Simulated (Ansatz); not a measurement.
**FeO under changes of volume**

One of the cells (10.695 Å³/atom); the others are scaled copies at fixed shape and fractional positions:

```
Fe O
1.0
    -1.60210    1.60210    2.08339
     1.60210   -1.60210    2.08339
     1.60210    1.60210   -2.08339
Fe O
1 1
Direct
  0.00000 0.00000 0.00000
  0.50000 0.50000 0.00000
```

The cell comes from a database or a generator and needn't be the stable form of this composition.

| Property | Result |
| --- | --- |
| Program | Ansatz 0.2.0 |
| Functional | LDA |
| Potentials or basis | all-electron LAPW, scalar-relativistic |
| Cutoff | 375 eV (chosen from the basis error) |
| Basis error allowed | 0.001 eV/atom |
| k mesh | 12 × 12 × 12 |
| Occupations | fermi-dirac, width 0.05 eV |
| Spin | collinear spin, ferromagnetic start |
| Starting moments | [3.0, 0.0] μB |

```csv
volume (Å³/atom),energy over the lowest point (meV/atom),pressure (GPa),moment (μB per cell)
10.053,0.00,-14.4,3.97
10.267,21.17,-17.4,3.99
10.481,46.16,-20.1,4.00
10.695,74.65,-22.5,4.00
10.909,106.26,-24.7,4.00
11.123,140.61,-26.6,4.00
11.337,?,?,?
```

Q: What does the run at 11.337 Å³/atom give?

A: Energy over the lowest point 177.37 meV/atom; pressure -28.2 GPa; moment 4.00 μB per cell.

Worked out: A Birch-Murnaghan fit of order 3 (a polynomial in V^(-2/3)) to the other rows has no minimum within the range. It gives 177.47 meV/atom at 11.337 Å³/atom, against the run's 177.37, and -dE/dV = -28.5 GPa, against -28.2. A parabola through the other rows of the moment, of slope -0.0577 μB per Å³/atom there, extrapolates to 3.99 μB, against the run's 4.00.

Energies are extrapolated to zero smearing.

Caveats: a cell with one magnetic atom can't hold antiferromagnetic order, which such compounds often take.
